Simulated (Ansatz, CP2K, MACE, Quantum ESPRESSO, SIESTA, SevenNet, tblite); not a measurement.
# How stiff is Cu/Rh superlattice along [001] (64 atoms)? Programs compared

How stiff is Cu/Rh superlattice along [001] (64 atoms) under an even change of volume, and do other programs and learned potentials give the same pressure and slope as plane waves?

Results are calculated, not measured.

In doubt: a PseudoDojo file used here is known to give poor structures and forces (SIESTA), which bears on pressures, cells, forces and phonons.

**1. Set-up**

The cell holds 64 atoms (32 Cu and 32 Rh), with edges of 10.76, 10.76 and 7.29 Å. Recipe: fcc lattice with in-plane constant 3.803 Å; 1 period of Cu and 1 of Rh along [001], 4 x 4 in-plane cells; the two parts stretched along z by 0.9177 and 1.0; not relaxed, displaced by a Gaussian of 0.02 Å. Then the atoms were relaxed with MACE MPA-0 medium in the fixed cell. Regions: Cu, 32 atoms; Rh, 32 atoms.

Neighbours by pair of elements; one cutoff, the widest of the pairs' first minima of g(r), serves all pairs of this metal:

```
pair A-B  cutoff (Å)  bonds  mean length (Å)  spread (Å)  shortest (Å)  B about A  A about B
   Cu-Cu        3.08    128             2.62        0.07          2.54          8          8
   Cu-Rh        3.08    128             2.66       0.003          2.65          4          4
   Rh-Rh        3.08    128             2.68       0.011          2.66          8          8
```

**2. The reference input**

Quantum ESPRESSO 7.5: Kohn-Sham DFT, PBE, SSSP efficiency 1.3.0 pseudopotentials, plane waves. Its input, pw.in, for the unchanged cell:

```
&control
  calculation = 'scf'
  pseudo_dir = './pseudo'
  outdir = './tmp'
  disk_io = 'none'
  tprnfor = .true.
  tstress = .true.
/
&system
  ibrav = 0
  nat = 64
  ntyp = 2
  ecutwfc = 60
  ecutrho = 480
  nosym = .true.
  occupations = 'smearing'
  smearing = 'fd'
  degauss = 0.003675
/
&electrons
  conv_thr = 3.2e-07
  electron_maxstep = 100
  mixing_beta = 0.2
  mixing_mode = 'local-TF'
  diagonalization = 'david'
/
ATOMIC_SPECIES
Cu 63.546 Cu.upf
Rh 102.906 Rh.upf
CELL_PARAMETERS angstrom
10.75651 0.00000 0.00000
0.00000 10.75651 0.00000
0.00000 0.00000 7.29301
ATOMIC_POSITIONS crystal
Cu 0.99944 0.99916 0.99754
Cu 0.25061 0.00042 0.99765
Cu 0.49997 0.00001 0.99785
Cu 0.74975 0.00026 0.99749
[... 58 atom lines left out ...]
Rh 0.62499 0.87472 0.74260
Rh 0.87493 0.87463 0.74211
K_POINTS gamma
```

```console
$ OMP_NUM_THREADS=1 mpirun -np 4 pw.x -in pw.in > output.txt
```

Run time: 6.9 min. Hardware: 4 MPI ranks of Arm Neoverse N1, shared host; peak memory 3.2 GiB; 28 min of CPU time.

It converged with an r.m.s. force component of 0.035 eV/Å and a pressure of 0.31 GPa.

**3. Levels of theory**

Every level solves the same cells as single points. CPU time is summed over a level's finished runs, on a host shared with the other runs, so it is rough; the force column is the median over cells of the r.m.s. difference of force components from the reference.

| level | basis or training data | k-points | runs finished | CPU time | peak memory (GiB) | force difference (meV/Å) |
| --- | --- | --- | --- | --- | --- | --- |
| QE, PBE | plane waves, SSSP efficiency, 60/480 Ry | Γ | 3 of 3 | 80 min | 3.3 | reference |
| CP2K double zeta, PBE | DZVP-MOLOPT-SR, GTH-PBE potentials, 800 Ry | Γ | 3 of 3 | 2.8 h | 9.2 | 22 |
| SIESTA DZP, PBE | DZP orbitals, shift 0.01 Ry, mesh 500 Ry | Γ | 3 of 3 | 63 min | 2.2 | 25 |
| tblite GFN1-xTB | tight binding with its own dispersion term | Γ | 3 of 3 | 31 s | 0.14 | 221 |
| MACE MPA-0 medium | trained on PBE(+U) plane-wave data | - | 3 of 3 | 37 s | 1 | 31 |
| SevenNet l3i5 | trained on PBE(+U) plane-wave data | - | 3 of 3 | 47 s | 1.3 | 460 |

The reference's own r.m.s. force component runs from 23 to 80 meV/Å over these cells. MACE MPA-0 medium relaxed the atoms, so in the cells that it relaxed its own forces are small, and its entry isn't an independent test there.

**4. Pressure against volume**

The cell is scaled evenly with fractional positions held. The unchanged volume is 13.185 Å³ an atom. Pressures in GPa:

```
                level   -3 %      0   +3 %
              QE, PBE   6.63   0.31  -4.87
CP2K double zeta, PBE   9.67   3.22  -2.22
      SIESTA DZP, PBE   4.90  -1.27  -6.44
      tblite GFN1-xTB  13.36   7.77   3.10
    MACE MPA-0 medium   6.87   0.55  -4.61
        SevenNet l3i5  11.39   4.56  -1.67
```

Energy less that of the unchanged cell at the same level, in meV an atom:

```
                level   -3 %    +3 %
              QE, PBE   9.35    4.72
CP2K double zeta, PBE  15.68   -1.04
      SIESTA DZP, PBE   4.12    9.65
      tblite GFN1-xTB  25.84  -13.23
    MACE MPA-0 medium   8.90    5.24
        SevenNet l3i5  19.59   -3.41
```

**5. Moduli**

From the three volumes nearest the unchanged one: B from the slope of pressure against ln V and from the curvature of the energy, the pressure that the slope of the energy implies, and the volume change at which the printed pressure crosses zero (a dash if it doesn't within the range).

```
                level  B from pressures (GPa)  B from energies (GPa)  printed pressure (GPa)  pressure from energies (GPa)  zero pressure at (%)
              QE, PBE                   191.7                  190.0                    0.31                          0.94                  +0.2
CP2K double zeta, PBE                   198.3                  197.7                    3.22                          3.39                  +1.8
      SIESTA DZP, PBE                   189.0                  186.0                   -1.27                         -1.12                  -0.6
      tblite GFN1-xTB                   171.1                  170.3                    7.77                          7.91                     -
    MACE MPA-0 medium                   191.5                  190.8                    0.55                          0.74                  +0.3
        SevenNet l3i5                   217.6                  218.5                    4.56                          4.66                  +2.2
```

As a check by hand on the reference: from -3 to +3 % the pressure falls by 11.50 GPa while ln V grows by 0.0600, a ratio of 191.6 GPa.

**6. Outcome**

The plane-wave reference (PBE) gives a bulk modulus of 191.7 GPa from its pressures, at a volume where its pressure is 0.31 GPa; that pressure crosses zero at +0.2 %. Other programs at PBE: CP2K double zeta, PBE 198.3 GPa (+3 %) and SIESTA DZP, PBE 189.0 GPa (-1 %); their pressures lie -1.58 to +2.91 GPa from the reference's. Learned potentials: MACE MPA-0 medium 191.5 GPa (+0 %) and SevenNet l3i5 217.6 GPa (+14 %); their pressures lie +0.24 to +4.25 GPa from the reference's.

Tight binding: tblite GFN1-xTB 171.1 GPa (-11 %); its pressure lies +7.46 GPa from the reference's. The moduli are read at one volume but at unlike pressures, and a cell under tension is as a rule softer than one under compression. All slopes lie within 14 % of the reference's, while the pressures at one volume spread over 9.0 GPa, so the levels would settle at unlike volumes. Moduli from the energies run from 170 to 218 GPa, within 10 % of those from pressures.

Caveats: Atoms are held in fractional coordinates, so these moduli are upper bounds to relaxed ones. Three points at finite strain give rough moduli, at the given volume rather than at zero pressure. Pressures at a fixed plane-wave cutoff or in a small atom-centred basis hold some basis error. The reference samples only Γ, in a cell whose shortest periodic width is 7 Å. The reference isn't exact: its cutoffs and mesh weren't converged further here. SIESTA's automatically made basis is far from complete, and its potentials were converted by us (checked for H, C, O, Si, Ge and Ca alone). The learned potentials mimic data converged in k, so the sampling error of the reference's coarse mesh counts against them here, while programs on the same mesh share it. CP2K warns in some runs that its smearing reaches the highest orbitals computed, so too few empty orbitals were added. Spin–orbit coupling is left out. The reference has no spin polarisation, so local moments can't form. Where levels are smeared, the DFT runs use Fermi–Dirac occupations at 580 K (0.05 eV), and energies are free energies.

[Logs are printed without paths, hosts, clocks, repeated set-up lines and the standing remarks that a program may print on its own settings, such as how far it seeks lower states.]

[Hosts, paths, dates, database ids (printed as entryN), source tags and the programs' standing remarks are cut or masked in the printed files.]
